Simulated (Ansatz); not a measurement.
**InP in Ansatz: the effect of functional**

InP:

```
CELL_PARAMETERS angstrom
0.00000 2.93050 2.93050
2.93050 0.00000 2.93050
2.93050 2.93050 0.00000
ATOMIC_POSITIONS crystal
In 0.00000 0.00000 0.00000
P 0.75000 0.75000 0.75000
```

Alike in all runs:

| Item | Value |
| --- | --- |
| Program | Ansatz 0.2.0 |
| Task | band structure |
| Potentials or basis | Ansatz PAW |
| k mesh | 8 × 8 × 8 |
| Occupations | fermi-dirac, width 0.05 eV |
| Spin | no spin polarisation |

```csv
functional,cutoff,gap on the mesh (eV),pressure (GPa)
LDA,420 eV (not typed: the program's choice for these potentials),0.48,-1.2
PBEsol,420 eV (not typed: the program's choice for these potentials),0.62,0.6
RPBE,420 eV (not typed: the program's choice for these potentials),0.85,5.2
revPBE,420 eV (not typed: the program's choice for these potentials),0.81,4.7
BLYP,420 eV (not typed: the program's choice for these potentials),?,?
r2SCAN,500 eV (not typed: the program's choice for these potentials),1.16,1.7
```

Question: What does the run with functional BLYP give?

Answer: gap on the mesh 0.60 eV; pressure 6.7 GPa.

Caveats: spin-orbit coupling is left out, which moves the levels of the heavy elements; the PAW data sets come from PBE, with cores solved anew for the run's functional, which leaves a small shift of forces and pressure.

Runs at the PBE level aren't shown here.
